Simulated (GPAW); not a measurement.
# C (Fd-3m) in GPAW: notebook, part 2 of 2

GPAW 26.7.0.

## 4. Dielectric tensor, PBEsol

run.py reads:

```python
import numpy as np
from ase import Atoms
from ase.dft.bandgap import bandgap
from ase.io import write
from gpaw import GPAW, PW, setup_paths
from gpaw.response.df import DielectricFunction

setup_paths.insert(0, '.')

atoms = Atoms(['C', 'C'],
              cell=[[0.0, 1.78337, 1.78337],
                    [1.78337, 0.0, 1.78337],
                    [1.78337, 1.78337, 0.0]],
              scaled_positions=[[0.75, 0.75, 0.75],
                                [0.5, 0.5, 0.5]],
              pbc=True)

calc = GPAW(mode=PW(650),
            xc='PBEsol',
            kpts={'size': (10, 10, 10), 'gamma': True},
            occupations={'name': 'fermi-dirac', 'width': 0.001},
            nbands=11,
            convergence={'density': 1e-06},
            maxiter=150,
            txt='gpaw.txt')
atoms.calc = calc
energy = atoms.get_potential_energy()
calc.write('gs.gpw')
write('result.traj', atoms)
print(f'Energy: {energy:.6f} eV')
print('Fermi level:', round(calc.get_fermi_level(), 4), 'eV')
print(f'Gap: {bandgap(calc)[0]:.4f} eV, direct: {bandgap(calc, direct=True)[0]:.4f} eV')

for size in [(32, 32, 32)]:
    name = 'x'.join(str(n) for n in size)
    dense = calc.fixed_density(kpts={'size': size, 'gamma': True},
                               nbands=30, convergence={'bands': 24, 'eigenstates': 1e-7},
                               update_fermi_level=True, txt=f'dense-{name}.txt')
    dense.write(f'{name}.gpw', mode='all')
    df = DielectricFunction(f'{name}.gpw', frequencies=np.array([0.0]), hilbert=False, eta=0.001,
                            ecut=80, nbands=24, intraband=False, txt=f'df-{name}.txt')
    for xc in ['RPA']:
        for direction in ['x', 'y', 'z', [0, 1, 1], [1, 0, 1], [1, 1, 0]]:
            e0, e = df.get_macroscopic_dielectric_constant(xc=xc, direction=direction)
            print(f'{name} {xc} {direction}: {e0:.4f} without, {e:.4f} with local fields')
```

Potentials or basis: PAW data sets generated in the run's folder for this functional, pw.

Launch:

```sh
> gpaw-setup -f PBEsol C
> OMP_NUM_THREADS=1 python run.py
```

gpaw.txt:

```text
__  _  _
 | _ |_)|_||  |
 |__||  | ||/\| - 26.7.0

Input parameters:
  mode=PW(ecut=650.0),
  convergence={'density': 1e-06},
  kpts=MonkhorstPack(size=(10, 10, 10), gamma=True),
  maxiter=150,
  nbands=11,
  occupations=Occupations(name='fermi-dirac', width=0.001),
  xc=XC(name='PBEsol')

Diagonalizing LCAO Hamiltonian
Converting LCAO to pw mode

          C
       C

Atoms  # Å, Bohr magnetons
|   | symbol |        x |        y |        z |    initial magnetic moments |
|---|--------|----------|----------|----------|-----------------------------|
| 0 |      C | 2.675055 | 2.675055 | 2.675055 | ( 0.0000,  0.0000,  0.0000) |
| 1 |      C | 1.783370 | 1.783370 | 1.783370 | ( 0.0000,  0.0000,  0.0000) |

Unit cell  # Å
| periodic |        x |        y |        z |  lengths |    angles |
|----------|----------|----------|----------|----------|-----------|
|      yes | 0.000000 | 1.783370 | 1.783370 | 2.522066 | 60.000000 |
|      yes | 1.783370 | 0.000000 | 1.783370 | 2.522066 | 60.000000 |
|      yes | 1.783370 | 1.783370 | 0.000000 | 2.522066 | 60.000000 |

Number of symmetries: 24
Symmetry operations  # r_c * U_cc + t_c -> r_c
|    | kind |            matrix            |
|----|------|------------------------------|
|  0 |  E   |  1, 0, 0,  0, 1, 0,  0, 0, 1 |
|  1 |  σ   |  1, 0, 0,  0, 0, 1,  0, 1, 0 |
|  2 |  σ   |  1, 0,-1,  0, 1,-1,  0, 0,-1 |
|  3 |  C3  |  1, 0,-1,  0, 0,-1,  0, 1,-1 |
|  4 |  C3  |  1,-1, 0,  0,-1, 1,  0,-1, 0 |
|  5 |  σ   |  1,-1, 0,  0,-1, 0,  0,-1, 1 |
|  6 |  σ   |  0, 1, 0,  1, 0, 0,  0, 0, 1 |
|  7 |  C3  |  0, 1, 0,  0, 0, 1,  1, 0, 0 |
|  8 |  C2  |  0, 1,-1,  1, 0,-1,  0, 0,-1 |
|  9 |  S4  |  0, 1,-1,  0, 0,-1,  1, 0,-1 |
| 10 |  C3  |  0, 0, 1,  1, 0, 0,  0, 1, 0 |
| 11 |  σ   |  0, 0, 1,  0, 1, 0,  1, 0, 0 |
| 12 |  S4  |  0, 0,-1,  1, 0,-1,  0, 1,-1 |
| 13 |  C3  |  0, 0,-1,  0, 1,-1,  1, 0,-1 |
| 14 |  S4  |  0,-1, 1,  1,-1, 0,  0,-1, 0 |
| 15 |  C2  |  0,-1, 1,  0,-1, 0,  1,-1, 0 |
| 16 |  C3  |  0,-1, 0,  1,-1, 0,  0,-1, 1 |
| 17 |  S4  |  0,-1, 0,  0,-1, 1,  1,-1, 0 |
| 18 |  S4  | -1, 1, 0, -1, 0, 1, -1, 0, 0 |
| 19 |  C3  | -1, 1, 0, -1, 0, 0, -1, 0, 1 |
| 20 |  C3  | -1, 0, 1, -1, 1, 0, -1, 0, 0 |
| 21 |  S4  | -1, 0, 1, -1, 0, 0, -1, 1, 0 |
| 22 |  σ   | -1, 0, 0, -1, 1, 0, -1, 0, 1 |
| 23 |  C2  | -1, 0, 0, -1, 0, 1, -1, 1, 0 |

BZ-sampling:
  Number of BZ points: 1000
  Number of IBZ points: 47

  Monkhorst-Pack size: [10, 10, 10]
  Monkhorst-Pack shift: [0.05, 0.05, 0.05]

K-points  # in reciprocal-cell coordinates
|     |                                coordinates |     weight |
|-----|--------------------------------------------|------------|
|   0 | (  0.00000000,   0.00000000,   0.00000000) | 0.00100000 |
|   1 | (  0.10000000,   0.10000000,   0.00000000) | 0.00600000 |
|   2 | (  0.10000000,   0.10000000,   0.10000000) | 0.00800000 |
|   3 | (  0.20000000,   0.10000000,   0.10000000) | 0.01200000 |
|   4 | (  0.20000000,   0.20000000,   0.00000000) | 0.00600000 |
|   5 | (  0.20000000,   0.20000000,   0.10000000) | 0.02400000 |
|   6 | (  0.20000000,   0.20000000,   0.20000000) | 0.00800000 |
|   7 | (  0.30000000,   0.20000000,   0.10000000) | 0.02400000 |
|   8 | (  0.30000000,   0.20000000,   0.20000000) | 0.02400000 |
|   9 | (  0.30000000,   0.30000000,   0.00000000) | 0.00600000 |
| ... |                                            |            |
|  46 | (  0.50000000,   0.50000000,   0.50000000) | 0.00400000 |

Plane wave coefficients: 444
Cutoff: 650.0 eV

Spin-components: 1 (collinear spins)
Bands:           11
Projectors:      10
Spin-degeneracy: 2
Datatype:        complex128

Parallelization:
  kpt:    1
  domain: 1
  band:   1

Density:
  Valence electrons: 8.0
  Components: 1
  Grid points: [15 15 15]
  Charge: 0.0  # |e|

Potential:
  Grid points: [15 15 15]

species:
  C:
    name:    Carbon
    Z:       6.0
    valence: 4
    core:    2
    charge:  0.0  # [|e|]
    compensation charges:
      type: gauss
      rc: 0.20  # [Å]
      lmax: 2
    cutoffs:
      filter: 1.14  # [Å]
      core: 1.14  # [Å]
    projectors
    | kind |    occ | energy [eV] | rcut [Å] |
    |------|--------|-------------|----------|
    |   2s |  2.000 |     -13.648 |    0.635 |
    |   2p |  2.000 |      -5.232 |    0.635 |
    |    s |        |      13.563 |    0.635 |
    |    p |        |      21.979 |    0.635 |
    |    d |        |       0.000 |    0.635 |

    Using partial waves for C as LCAO basis

Reference energy: -2045.923931  # eV

eigensolver:
  PPCG
  Converge bands: occupied
  niter=2

density mixing:
  MSR1-Mixer
  Pratt-step length: 0.05
  Maximum mixing coefficient: 0.75
  Old densities: 10
  SVD Regularization: 0.005
  Good broyden scale: 1.0
  Trust region scale: 1.0
  Backstep threshold: 4.0
  History deletion threshold: 6.0
  Fourier metric: weight=20.0, sigma=0.015

occupation numbers:
  Fermi-Dirac:
    width: 0.0010  # eV

poisson solver:
  ecut: 5200.0  # eV

xc functional:
  name: PBEsol with 2 nearest neighbor stencil

convergence criteria:
- Maximum integral of absolute [dens]ity change: 1e-06 electrons / valence electron
- Maximum [total energy] change in last 3 cyles: 0.0005 eV / valence electron
- Maximum integral of absolute [eigenst]ate change: 4e-08 eV^2 / valence electron
maximum number of iterations: 150

SCF iterations
|iter     | |      energy | eigst |  dens |
|---------|-|-------------|-------|-------|
|iter:   1| |  -19.798399 | +0.08 |       |
|iter:   2| |  -19.723092 | -2.76 | -0.80 |
|iter:   3| |  -19.248645 | -1.62 | -0.83 |
|iter:   4| |  -19.241205 | -2.78 | -1.49 |
|iter:   5| |  -19.241631 | -4.62 | -2.24 |
|iter:   6| |  -19.241634c| -6.65 | -3.41 |
|iter:   7| |  -19.241634c| -8.18c| -4.10 |
|iter:   8| |  -19.241634c| -9.01c| -5.51 |
|iter:   9| |  -19.241634c|-10.24c| -6.01c|

Converged in 9 steps
Energy contributions relative to reference atoms: (reference = -2045.923931)

Energy contributions:
  Kinetic:          16.921041
  Coulomb:         -15.985969
  Zero:              0.039885
  External:          0.000000
  Xc:              -20.216592
  Entropy:          -0.000000
  Spinorbit:         0.000000
  ----------------------------
  Free energy:     -19.241634
  Extrapolated:    -19.241634

dipole moment: (2.149571, 2.149571, 2.149571)  # |e|*Ang

Fermi level: 13.834
Eigenvalues  # (at kpt = [0.000, 0.000, 0.000])
| band index |      eig [eV] | occ [0-2] |
|------------|---------------|-----------|
|          0 |        -9.483 |     2.000 |
|          1 |        12.037 |     2.000 |
|          2 |        12.037 |     2.000 |
|          3 |        12.037 |     2.000 |
|          4 |        17.583 |     0.000 |
|          5 |        17.583 |     0.000 |
|          6 |        17.583 |     0.000 |
|          7 |        25.407 |     0.000 |
|          8 |        31.011 |     0.000 |
|          9 |        38.613 |     0.000 |
|         10 |        38.964 |     0.000 |

Gap: 4.036 eV
Transition (v -> c):
  (s=0, k=0, n=3, [0.00, 0.00, 0.00]) -> (s=0, k=24, n=4, [0.40, 0.40, 0.00])
Direct/indirect transitions are different
Direct gap: 5.545 eV
Transition at: (s=0, k=0, n=3, [0.00, 0.00, 0.00])
# Writing to gs.gpw (mode='')
```

Wall time 2.3 min (1 thread of Intel Xeon at 2.60GHz (Ice Lake), shared host); peak memory 0.53 GiB.

What came out:

```
Free energy                             : -19.2416 eV
Band gap on the k mesh                  : 4.04 eV, indirect (least direct gap 5.55 eV)
Electronic dielectric tensor (diagonal) : 5.87
```

Electronic dielectric tensor:
```
5.87 0.00 0.00
0.00 5.87 0.00
0.00 0.00 5.87
```

Caveat: the long-wavelength limit can be off by a per cent or two. Expect the measured gap to be larger: semilocal functionals such as PBEsol lack the derivative discontinuity.

## 5. Overview

| level | potentials or basis | gap on the mesh (eV) |
| --- | --- | --- |
| LDA | the program's PAW data sets (release 1.2.1) made for this functional, pw | 4.14 |
| AM05 | PAW data sets generated in the run's folder for this functional, pw | 4.05 |
| PBEsol | PAW data sets generated in the run's folder for this functional, pw | 4.04 |

Alike in all rows: task dielectric tensor; no spin polarisation; cell as given; k mesh 10 × 10 × 10; cutoff (eV) 650; smearing fermi-dirac 0.001 eV.

Caveats: the long-wavelength limit can be off by a per cent or two.

Total energies depend on the potentials used, so only differences within one code and one set of settings carry meaning.
